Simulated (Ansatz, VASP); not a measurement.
This is a calculation of MoS2 for Ansatz 0.2.0. 

Contents of input.yaml:

```yaml
crystal:
  lattice:
    - [3.169, 0.0, 0.0]
    - [-1.5845, 2.7444345046, 0.0]
    - [0.0, 0.0, 12.324]
  atoms:
    - { symbol: Mo, position: [0.6666666667, 0.3333333333, 0.75] }
    - { symbol: Mo, position: [0.3333333333, 0.6666666667, 0.25] }
    - { symbol: S, position: [0.6666666667, 0.3333333333, 0.377] }
    - { symbol: S, position: [0.3333333333, 0.6666666667, 0.877] }
    - { symbol: S, position: [0.6666666667, 0.3333333333, 0.123] }
    - { symbol: S, position: [0.3333333333, 0.6666666667, 0.623] }
hamiltonian:
  xc: lda
  pseudopotentials: { kind: paw }
kpoints:
  mp_grid: { grid: [10, 10, 3] }
scf:
  occupations: { method: fermi_dirac, width: 0.05 }
output:
  forces: true
  stress: true
  write_density: true
  write_potential: true
  elf: true
  volumetric_format: npy
relax:
  f_tol: 0.01
  max_steps: 40
  cell: { stress_tol: 0.05 }
```

Potentials or basis: Ansatz PAW.

Command:

```bash
$ ansatz run input.yaml --threads 2 --pin off --max-ram 5632MiB --backend cpu --events-out ev --progress --plain --runs-dir out
```

Question: Translate it to VASP 6.6.1. Potentials or basis there: LDA PAW files Mo_sv, S, 600 eV.

Answer: As run (cutoffs and basis follow the program's own potentials, and thresholds, step limits or extra output files can differ):

File INCAR:

```
PREC = Accurate ; ENCUT = 600
EDIFF = 1E-6 ; ISMEAR = -1
SIGMA = 0.05 ; LREAL = F
LASPH = T ; NELM = 80
ALGO = Normal ; ISIF = 3
LWAVE = F ; LCHARG = F
IBRION = 2 ; NSW = 40
EDIFFG = -0.005
```

Contents of KPOINTS:

```
Automatic mesh
0
Gamma
  10 10 3
```

File POSCAR:

```
MoS2
1.0
    3.1690000000      0.0000000000      0.0000000000
   -1.5845000000      2.7444345046      0.0000000000
    0.0000000000      0.0000000000     12.3240000000
Mo S
2 4
Direct
    0.6666666667      0.3333333333      0.7500000000
    0.3333333333      0.6666666667      0.2500000000
    0.6666666667      0.3333333333      0.3770000000
    0.3333333333      0.6666666667      0.8770000000
    0.6666666667      0.3333333333      0.1230000000
    0.3333333333      0.6666666667      0.6230000000
```

Potentials or basis: VASP PAW LDA potentials, release 64 (Mo_sv, S).

Launch:

```bash
$ cat potpaw_LDA.64/Mo_sv/POTCAR potpaw_LDA.64/S/POTCAR > POTCAR
$ mpirun -np 1 vasp_std > vasp.out
```

Both were run:

|  | Ansatz | VASP |
| --- | --- | --- |
| Relaxed volume | 16.99 Å³/atom | 17.00 Å³/atom |
| Relaxed cell | a = 3.122 Å, b = 3.122 Å, c = 12.077 Å, α = 90.00°, β = 90.00°, γ = 120.00° | a = 3.124 Å, b = 3.124 Å, c = 12.067 Å, α = 90.00°, β = 90.00°, γ = 120.00° |
| Space group after relaxing | P6_3/mmc (No. 194) | P6_3/mmc (No. 194) |
| Pressure after relaxing | 0.0 GPa | 0.0 GPa |

Ansatz's pressure holds a Pulay term of +0.01 GPa for its cutoff of 420 eV, which the other run lacks.

Ansatz's potentials were made for PBE.

Where Ansatz's input types no cutoff or centring, it takes its own default and a Γ-centred mesh.

The two programs' LDA may be different fits to the electron gas.

Pressure is positive in compression.
